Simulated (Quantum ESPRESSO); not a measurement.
# PbS (Galena) (Fm-3m) in Quantum ESPRESSO: notebook, part 2 of 2

Quantum ESPRESSO 7.5.

## Step 3: Single point, vdW-DF-cx, 24.52 Å³/atom

The input, pw.in:

```
&CONTROL
  calculation = 'scf'
  prefix = 'pwscf'
  outdir = './tmp'
  pseudo_dir = './pseudo'
  tprnfor = .true.
  tstress = .true.
  disk_io = 'nowf'
/
&SYSTEM
  ibrav = 0
  nat = 2
  ntyp = 2
  ecutwfc = 56
  nbnd = 16
  input_dft = 'vdw-df-cx'
  occupations = 'smearing'
  smearing = 'fd'
  degauss = 0.00367493
/
&ELECTRONS
  conv_thr = 4d-10
  electron_maxstep = 120
  mixing_beta = 0.5
/
ATOMIC_SPECIES
Pb   207.2000 Pb.upf
S     32.0600 S.upf
CELL_PARAMETERS angstrom
   0.0000000000    2.9052075019    2.9052075019
   2.9052075019    0.0000000000    2.9052075019
   2.9052075019    2.9052075019    0.0000000000
ATOMIC_POSITIONS crystal
Pb     0.0000000000    0.0000000000    0.0000000000
S      0.5000000000    0.5000000000    0.5000000000
K_POINTS automatic
8 8 8 0 0 0
```

Potentials or basis: PseudoDojo 0.4.1 SR PBE standard.

Run with:

```console
OMP_NUM_THREADS=1 pw.x -in pw.in > pw.out
```

pw.out:

```text
This program is part of the open-source Quantum ESPRESSO suite
     for quantum simulation of materials; please cite
         "P. Giannozzi et al., J. Phys.:Condens. Matter 21 395502 (2009);
         "P. Giannozzi et al., J. Phys.:Condens. Matter 29 465901 (2017);
         "P. Giannozzi et al., J. Chem. Phys. 152 154105 (2020);
     in publications or presentations arising from this work. More details at

     IMPORTANT: XC functional enforced from input :
     Exchange-correlation= VDW-DF-CX
                           (   1   4  27   0   1   0   0)
     Any further DFT definition will be discarded
     Please, verify this is what you really want

     Message from routine setup:
     using ibrav=0 with symmetry is DISCOURAGED, use correct ibrav instead

     G-vector sticks info
     --------------------
     sticks:   dense  smooth     PW     G-vecs:    dense   smooth      PW
     Sum         931     931    283                18883    18883    3119

     Using Slab Decomposition

     bravais-lattice index     =            0
     lattice parameter (alat)  =       7.7641  a.u.
     unit-cell volume          =     330.9467 (a.u.)^3
     number of atoms/cell      =            2
     number of atomic types    =            2
     number of electrons       =        20.00
     number of Kohn-Sham states=           16
     kinetic-energy cutoff     =      56.0000  Ry
     charge density cutoff     =     224.0000  Ry
     scf convergence threshold =      4.0E-10
     mixing beta               =       0.5000
     number of iterations used =            8  plain     mixing
     Exchange-correlation= VDW-DF-CX
                           (   1   4  27   0   1   0   0)

     celldm(1)=   7.764098  celldm(2)=   0.000000  celldm(3)=   0.000000
     celldm(4)=   0.000000  celldm(5)=   0.000000  celldm(6)=   0.000000

     crystal axes: (cart. coord. in units of alat)
               a(1) = (   0.000000   0.707107   0.707107 )
               a(2) = (   0.707107   0.000000   0.707107 )
               a(3) = (   0.707107   0.707107   0.000000 )

     reciprocal axes: (cart. coord. in units 2 pi/alat)
               b(1) = ( -0.707107  0.707107  0.707107 )
               b(2) = (  0.707107 -0.707107  0.707107 )
               b(3) = (  0.707107  0.707107 -0.707107 )

     PseudoPot. # 1 for Pb read from file:
     Pb.upf
     Pseudo is Norm-conserving + core correction, Zval = 14.0
     Generated using ONCVPSP code by D. R. Hamann
     Using radial grid of 1678 points,  6 beta functions with:
                l(1) =   0
                l(2) =   0
                l(3) =   1
                l(4) =   1
                l(5) =   2
                l(6) =   2

     PseudoPot. # 2 for S  read from file:
     S.upf
     Pseudo is Norm-conserving + core correction, Zval =  6.0
     Generated using ONCVPSP code by D. R. Hamann
     Using radial grid of 1146 points,  6 beta functions with:
                l(1) =   0
                l(2) =   0
                l(3) =   1
                l(4) =   1
                l(5) =   2
                l(6) =   2

     atomic species   valence    mass     pseudopotential
     Pb               14.00   207.20000     Pb( 1.00)
     S                 6.00    32.06000     S ( 1.00)

     48 Sym. Ops., with inversion, found

   Cartesian axes

     site n.     atom                  positions (alat units)
         1        Pb     tau(   1) = (   0.0000000   0.0000000   0.0000000  )
         2        S      tau(   2) = (   0.7071068   0.7071068   0.7071068  )

     number of k points=    29  Fermi-Dirac smearing, width (Ry)=  0.0037
                       cart. coord. in units 2pi/alat
        k(    1) = (   0.0000000   0.0000000   0.0000000), wk =   0.0039062
        k(    2) = (   0.0883883   0.0883883  -0.0883883), wk =   0.0312500
        k(    3) = (   0.1767767   0.1767767  -0.1767767), wk =   0.0312500
        k(    4) = (   0.2651650   0.2651650  -0.2651650), wk =   0.0312500
        k(    5) = (  -0.3535534  -0.3535534   0.3535534), wk =   0.0156250
        k(    6) = (   0.1767767   0.0000000   0.0000000), wk =   0.0234375
[... 21 lines left out ...]
        k(   28) = (  -0.7071068   0.1767767  -0.0000000), wk =   0.0468750
        k(   29) = (  -0.7071068   0.3535534   0.0000000), wk =   0.0234375

     Dense  grid:    18883 G-vectors     FFT dimensions: (  40,  40,  40)

     Initial potential from superposition of free atoms

     starting charge      19.9978, renormalised to      20.0000

     %%%%%%%%%%%%%%%%%%%%%%%%%%%%%%%%%%%%%%%%%%%%%%%%%%%%%%%%%%%%%%%%%%%%%%%%
     %                                                                      %
     % You are using vdW-DF, which was implemented by the Thonhauser group. %
     % Please cite the following two papers that made this development      %
     % possible and the two reviews that describe the various versions:     %
     %                                                                      %
     %   T. Thonhauser et al., PRL 115, 136402 (2015).                      %
     %   T. Thonhauser et al., PRB 76, 125112 (2007).                       %
     %   K. Berland et al., Rep. Prog. Phys. 78, 066501 (2015).             %
     %   D.C. Langreth et al., J. Phys.: Condens. Matter 21, 084203 (2009). %
     %                                                                      %
     % If you are calculating stress with vdW-DF, please also cite:         %
     %                                                                      %
     %   R. Sabatini et al., J. Phys.: Condens. Matter 24, 424209 (2012).   %
     %                                                                      %
     %%%%%%%%%%%%%%%%%%%%%%%%%%%%%%%%%%%%%%%%%%%%%%%%%%%%%%%%%%%%%%%%%%%%%%%%

     %%%%%%%%%%%%%%%%%%%%%%%%%%%%%%%%%%%%%%%%%%%%%%%%%%%%%%%%%%%%%%%%%%%%%%%%
     %                                                                      %
     %  vdW-DF NEWS:                                                        %
     %                                                                      %
     %  * vdW-DF3 is now available. DOI: 10.1021/acs.jctc.0c00471           %
     %    use with input_dft = 'vdW-DF3-opt1' or 'vdW-DF3-opt2'             %
     %                                                                      %
     %  * Unscreened and range-separated hybrid vdW-DF-cx functionals       %
     %    DOI: 10.1063/1.4986522 and 10.1088/1361-648X/ac2ad2               %
     %    use with input_dft = 'vdW-DF-cx0'    and 'vdW-DF-ahcx'            %
     %  * Unscreened and range-separated hybrid vdW-DF2-b86r functionals    %
     %    DOI: 10.1063/1.4986522 and DOI: 10.1103/PhysRevX.12.041003        %
     %    use with input_dft = 'vdW-DF2-br0' and 'vdW-DF2-ahbr'             %
     %                                                                      %
     %%%%%%%%%%%%%%%%%%%%%%%%%%%%%%%%%%%%%%%%%%%%%%%%%%%%%%%%%%%%%%%%%%%%%%%%

     Starting wfcs are   13 randomized atomic wfcs +    3 random wfcs

     Self-consistent Calculation

     iteration #  1     ecut=    56.00 Ry     beta= 0.50
     Davidson diagonalization with overlap
     ethr =  1.00E-02,  avg # of iterations =  5.4

     Threshold (ethr) on eigenvalues was too large:
     Diagonalizing with lowered threshold

     Davidson diagonalization with overlap
     ethr =  5.04E-04,  avg # of iterations =  2.1

     total energy              =    -162.76083668 Ry
     estimated scf accuracy    <       0.09846907 Ry
[... 57 lines left out ...]
     iteration # 10     ecut=    56.00 Ry     beta= 0.50
     Davidson diagonalization with overlap
     ethr =  1.19E-11,  avg # of iterations =  2.3

     End of self-consistent calculation

          k = 0.0000 0.0000 0.0000 (  2397 PWs)   bands (ev):

    -7.2397  -7.2397  -7.2397  -7.2242  -7.2242  -4.5588   3.6445   7.1589
     7.1589   7.1589  14.9305  14.9305  14.9305  16.1535  16.1535  16.1535
[... 93 lines left out ...]
    -7.3877  -7.2453  -7.2162  -7.1839  -7.1714  -2.5955   1.3015   4.3123
     6.3147   6.8764  12.9062  13.7737  14.7674  15.7900  19.7661  20.6713

          k =-0.7071 0.0000 0.0000 (  2346 PWs)   bands (ev):

    -7.4441  -7.2739  -7.1910  -7.1609  -7.1609  -2.5757   2.2421   3.8586
     5.7673   5.7673  13.1812  15.3949  15.4890  15.4890  20.7432  21.6529

          k = 0.3536 0.1768 0.0000 (  2342 PWs)   bands (ev):
[... 26 lines left out ...]
    -7.3497  -7.2359  -7.2185  -7.2104  -7.1739  -2.7343   1.0562   4.9096
     5.8489   8.4593  11.3843  13.5775  14.1410  17.7811  17.8276  20.6015

          k =-0.7071 0.1768-0.0000 (  2346 PWs)   bands (ev):

    -7.4159  -7.2583  -7.2050  -7.1784  -7.1608  -2.5568   1.7330   4.0871
     5.4164   6.9435  13.5190  13.6645  15.0487  16.1305  20.1200  21.4019

          k =-0.7071 0.3536 0.0000 (  2328 PWs)   bands (ev):

    -7.3824  -7.2239  -7.2194  -7.2194  -7.1608  -2.5364   1.3513   4.6946
     4.6946   8.4837  11.7030  14.2732  14.2732  17.8612  17.8612  21.7800

     the Fermi energy is     9.7298 ev

!    total energy              =    -162.78993626 Ry
     estimated scf accuracy    <          4.4E-11 Ry
     smearing contrib. (-TS)   =      -0.00007051 Ry
     internal energy E=F+TS    =    -162.78986575 Ry

     The total energy is F=E-TS. E is the sum of the following terms:
     one-electron contribution =     -32.25649542 Ry
     hartree contribution      =      29.25347809 Ry
     xc contribution           =     -46.23925613 Ry
     ewald contribution        =    -113.54759229 Ry

     convergence has been achieved in  10 iterations

     Forces acting on atoms (cartesian axes, Ry/au):

     atom    1 type  1   force =     0.00000000    0.00000000    0.00000000
     atom    2 type  2   force =    -0.00000000   -0.00000000    0.00000000

     Total force =     0.000000     Total SCF correction =     0.000000

     Computing stress (Cartesian axis) and pressure

          total   stress  (Ry/bohr**3)                   (kbar)     P=       39.01
   0.00026519  -0.00000000  -0.00000000           39.01       -0.00       -0.00
  -0.00000000   0.00026519  -0.00000000           -0.00       39.01       -0.00
  -0.00000000  -0.00000000   0.00026519           -0.00       -0.00       39.01

=------------------------------------------------------------------------------=
   JOB DONE.
=------------------------------------------------------------------------------=
```

Run time: 69 s. Hardware: 1 thread of INTEL XEON PLATINUM 8581C at 2.30GHz (Emerald Rapids), shared host; peak memory 0.11 GiB.

What came out:

| Quantity | Value |
| --- | --- |
| Free energy | -2214.8699 eV |
| Pressure | 3.9 GPa |
| Band gap on the k mesh | 0.08 eV, direct |

Caveat: the potentials were made for another functional, which shifts forces and pressure; spin-orbit coupling is left out, which as a rule narrows the gap of such compounds by several tenths of an eV.

## Step 4: Single point, vdW-DF-cx, 25.04 Å³/atom

Edit pw.in of step 3 so:

```diff
@@ -29,5 +29,5 @@
 CELL_PARAMETERS angstrom
-   0.0000000000    2.9052075019    2.9052075019
-   2.9052075019    0.0000000000    2.9052075019
-   2.9052075019    2.9052075019    0.0000000000
+   0.0000000000    2.9256673838    2.9256673838
+   2.9256673838    0.0000000000    2.9256673838
+   2.9256673838    2.9256673838    0.0000000000
 ATOMIC_POSITIONS crystal
```

Run with:

```console
OMP_NUM_THREADS=1 pw.x -in pw.in > pw.out
```

Wall time 70 s (1 thread of INTEL XEON PLATINUM 8581C at 2.30GHz (Emerald Rapids), shared host); peak memory 0.1 GiB.

Results (log left out):

| Quantity | Value |
| --- | --- |
| Free energy | -2214.8904 eV |
| Pressure | 2.4 GPa |
| Band gap on the k mesh | 0.17 eV, direct |

Caveat: the potentials were made for another functional, which shifts forces and pressure; spin-orbit coupling is left out, which as a rule narrows the gap of such compounds by several tenths of an eV.

## Step 5: Single point, vdW-DF-cx, 25.56 Å³/atom

Edit pw.in of step 4 so:

```diff
@@ -29,5 +29,5 @@
 CELL_PARAMETERS angstrom
-   0.0000000000    2.9256673838    2.9256673838
-   2.9256673838    0.0000000000    2.9256673838
-   2.9256673838    2.9256673838    0.0000000000
+   0.0000000000    2.9458450378    2.9458450378
+   2.9458450378    0.0000000000    2.9458450378
+   2.9458450378    2.9458450378    0.0000000000
 ATOMIC_POSITIONS crystal
```

Run with:

```console
OMP_NUM_THREADS=1 pw.x -in pw.in > pw.out
```

Wall time 69 s (1 thread of INTEL XEON PLATINUM 8581C at 2.30GHz (Emerald Rapids), shared host); peak memory 0.11 GiB.

It converged, with:

* Free energy: -2214.9016 eV
* Pressure: 1.1 GPa
* Band gap on the k mesh: 0.25 eV, direct

Caveat: the potentials were made for another functional, which shifts forces and pressure; spin-orbit coupling is left out, which as a rule narrows the gap of such compounds by several tenths of an eV.

## Step 6: Single point, vdW-DF-cx, 26.09 Å³/atom

Edit pw.in of step 5 so:

```diff
@@ -29,5 +29,5 @@
 CELL_PARAMETERS angstrom
-   0.0000000000    2.9458450378    2.9458450378
-   2.9458450378    0.0000000000    2.9458450378
-   2.9458450378    2.9458450378    0.0000000000
+   0.0000000000    2.9657500000    2.9657500000
+   2.9657500000    0.0000000000    2.9657500000
+   2.9657500000    2.9657500000    0.0000000000
 ATOMIC_POSITIONS crystal
```

Potentials or basis: PseudoDojo 0.4.1 SR PBE standard.

Run with:

```console
OMP_NUM_THREADS=1 pw.x -in pw.in > pw.out
```

Run time: 69 s. Hardware: 1 thread of INTEL XEON PLATINUM 8581C at 2.30GHz (Emerald Rapids), shared host; peak memory 0.11 GiB.

Results (log left out):

| Property | Result |
| --- | --- |
| Free energy | -2214.9045 eV |
| Pressure | -0.2 GPa |
| Band gap on the k mesh | 0.33 eV, direct |

Caveat: the potentials were made for another functional, which shifts forces and pressure; spin-orbit coupling is left out, which as a rule narrows the gap of such compounds by several tenths of an eV.

## Step 7: Single point, vdW-DF-cx, 26.61 Å³/atom

Edit pw.in of step 6 so:

```diff
@@ -29,5 +29,5 @@
 CELL_PARAMETERS angstrom
-   0.0000000000    2.9657500000    2.9657500000
-   2.9657500000    0.0000000000    2.9657500000
-   2.9657500000    2.9657500000    0.0000000000
+   0.0000000000    2.9853913009    2.9853913009
+   2.9853913009    0.0000000000    2.9853913009
+   2.9853913009    2.9853913009    0.0000000000
 ATOMIC_POSITIONS crystal
```

Run with:

```console
OMP_NUM_THREADS=1 pw.x -in pw.in > pw.out
```

Wall time 69 s (1 thread of INTEL XEON PLATINUM 8581C at 2.30GHz (Emerald Rapids), shared host); peak memory 0.11 GiB.

The run converged. Its results:

```yaml
Free_energy: -2214.8997 eV
Pressure: -1.3 GPa
Band_gap_on_the_k_mesh: 0.40 eV, direct
```

Caveat: the potentials were made for another functional, which shifts forces and pressure; spin-orbit coupling is left out, which as a rule narrows the gap of such compounds by several tenths of an eV.

## Step 8: Single point, vdW-DF-cx, 27.13 Å³/atom

Edit pw.in of step 7 so:

```diff
@@ -29,5 +29,5 @@
 CELL_PARAMETERS angstrom
-   0.0000000000    2.9853913009    2.9853913009
-   2.9853913009    0.0000000000    2.9853913009
-   2.9853913009    2.9853913009    0.0000000000
+   0.0000000000    3.0047775019    3.0047775019
+   3.0047775019    0.0000000000    3.0047775019
+   3.0047775019    3.0047775019    0.0000000000
 ATOMIC_POSITIONS crystal
```

Run with:

```console
OMP_NUM_THREADS=1 pw.x -in pw.in > pw.out
```

Wall time 69 s (1 thread of INTEL XEON PLATINUM 8581C at 2.30GHz (Emerald Rapids), shared host); peak memory 0.11 GiB.

The run converged. Its results:

```yaml
Free_energy: -2214.8881 eV
Pressure: -2.3 GPa
Band_gap_on_the_k_mesh: 0.46 eV, direct
```

Caveat: the potentials were made for another functional, which shifts forces and pressure; spin-orbit coupling is left out, which as a rule narrows the gap of such compounds by several tenths of an eV.

## Step 9: Single point, vdW-DF-cx, 27.65 Å³/atom

Edit pw.in of step 8 so:

```diff
@@ -29,5 +29,5 @@
 CELL_PARAMETERS angstrom
-   0.0000000000    3.0047775019    3.0047775019
-   3.0047775019    0.0000000000    3.0047775019
-   3.0047775019    3.0047775019    0.0000000000
+   0.0000000000    3.0239167281    3.0239167281
+   3.0239167281    0.0000000000    3.0239167281
+   3.0239167281    3.0239167281    0.0000000000
 ATOMIC_POSITIONS crystal
```

Potentials or basis: PseudoDojo 0.4.1 SR PBE standard.

Run with:

```console
OMP_NUM_THREADS=1 pw.x -in pw.in > pw.out
```

Run time: 66 s. Hardware: 1 thread of INTEL XEON PLATINUM 8581C at 2.30GHz (Emerald Rapids), shared host; peak memory 0.11 GiB.

Results (log left out):

```yaml
Free_energy: -2214.8704 eV
Pressure: -3.2 GPa
Band_gap_on_the_k_mesh: 0.52 eV, direct
```

Caveat: the potentials were made for another functional, which shifts forces and pressure; spin-orbit coupling is left out, which as a rule narrows the gap of such compounds by several tenths of an eV.

## Step 10: Equation of state, vdW-DF-cx

This step only gathers the single runs of the series.

Results:

| Quantity | Value |
| --- | --- |
| Equilibrium volume | 26.01 Å³/atom |
| Bulk modulus | 59 GPa |
| Pressure derivative of the bulk modulus | 4.1 |

Energy against volume, from the lowest point:
| volume (Å³/atom) | energy (meV/atom) |
| --- | --- |
| 24.521 | 17.27 |
| 25.042 | 7.02 |
| 25.564 | 1.41 |
| 26.086 | 0.00 |
| 26.607 | 2.38 |
| 27.129 | 8.18 |
| 27.651 | 17.04 |

Caveat: the potentials were made for another functional, which shifts forces and pressure. Spin-orbit coupling is left out, which matters for the levels of Pb.
